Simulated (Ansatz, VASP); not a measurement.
## Y: VASP beside Ansatz

```xyz
1
Lattice="2.8727 0.0000 0.0000 0.0000 2.8727 0.0000 0.0000 0.0000 2.8727" Properties=species:S:1:pos:R:3 pbc="T T T"
Y     0.0000    0.0000    0.0000
```

Change from the starting cell: volume scaled by 0.68, LAPW.

Alike in both runs: task single point; functional PBE; k mesh 12 × 12 × 12; occupations fermi-dirac, width 0.08 eV; no spin polarisation.

```csv
,VASP,Ansatz
version,VASP 6.6.1,Ansatz 0.2.0
potentials or method,"VASP PAW PBE potentials, release 64 (Y_sv), cutoff 520 eV","all-electron LAPW, scalar-relativistic"
```

|  | VASP | Ansatz | Ansatz less VASP |
| --- | --- | --- | --- |
| pressure (GPa) | 19.1 | 19.1 | +0.02 |

Ansatz ran all-electron here, so the differences hold the error of VASP's frozen core and of both bases.

Caveats: so large a pressure means that the cell lies far from this level's equilibrium, or that cutoff or potentials fall short (VASP).
